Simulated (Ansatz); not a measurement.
NiO:

```
Ni O
1.0
     0.00000    2.08590    2.08590
     2.08590    0.00000    2.08590
     2.08590    2.08590    0.00000
Ni O
1 1
Direct
  0.00000 0.00000 0.00000
  0.50000 0.50000 0.50000
```

Alike in all runs: program Ansatz 0.2.0; functional PBE; potentials or basis Ansatz PAW; cutoff 420 eV (not typed: the program's choice for these potentials); k mesh 11 × 11 × 11; occupations fermi-dirac, width 0.05 eV.

The same cell was started in several ways:

```tsv
start	free energy over the lowest (meV/atom)	net moment (μB)	site or absolute moments (μB)	gap
no spin polarisation	51.4	-	-	none (metal or under the smearing width)
collinear spin, random start of up to 0.88 μB	0.0	-1.73	Ni -1.40; O -0.27	none (metal or under the smearing width)
collinear spin, ferromagnetic start of up to 1 μB	0.0	1.73	Ni +1.40; O +0.27	none (metal or under the smearing width)
```

Allowing spin polarisation gains 51 meV/atom. A still lower state may exist.

Caveats: semilocal functionals often make such compounds metallic where correlation or magnetic order opens a gap, which also shifts bond lengths; a cell with one magnetic atom can't hold antiferromagnetic order, which such compounds often take (some runs).
